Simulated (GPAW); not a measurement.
Crystal: HfO2.

```
Hf O
1.0
     0.00000    2.55750    2.55750
     2.55750    0.00000    2.55750
     2.55750    2.55750    0.00000
Hf O
1 2
Direct
  0.00000 0.00000 0.00000
  0.75000 0.75000 0.75000
  0.25000 0.25000 0.25000
```

Measurements of this composition are mostly on another form, of space group No. 14.

Base run:

```yaml
Program: GPAW 26.7.0
Functional: LDA
Potentials_or_basis: the program's PAW data sets (release 1.2.1) made for this functional
Cutoff: 800 eV
Basis: pw
k_mesh: 7 × 7 × 7
Occupations: fermi-dirac, width 0.05 eV
Spin: spin-orbit coupling, no magnetisation
```

Its results: band gap on the k mesh 3.69 eV, indirect (least direct gap 3.86 eV); pressure -17.6 GPa.

Q: The run is repeated on the same cell with these changes: functional from LDA to PBEsol; potentials or basis from the program's PAW data sets (release 1.2.1) made for this functional to PAW data sets generated in the run's folder for this functional. What comes out?

A: Band gap on the k mesh 3.77 eV, indirect (least direct gap 3.93 eV); pressure -10.3 GPa.

Caveats: spin-orbit coupling was added after a scalar SCF, so levels and gaps hold it while energy, forces, pressure and moments don't; this program's spin-orbit splittings come out too wide for heavy elements; the mesh misses the band edges, which the band path finds closer together; so large a pressure means that the cell lies far from this level's equilibrium, or that cutoff or potentials fall short (some runs).

Not every run made on this cell is shown here.
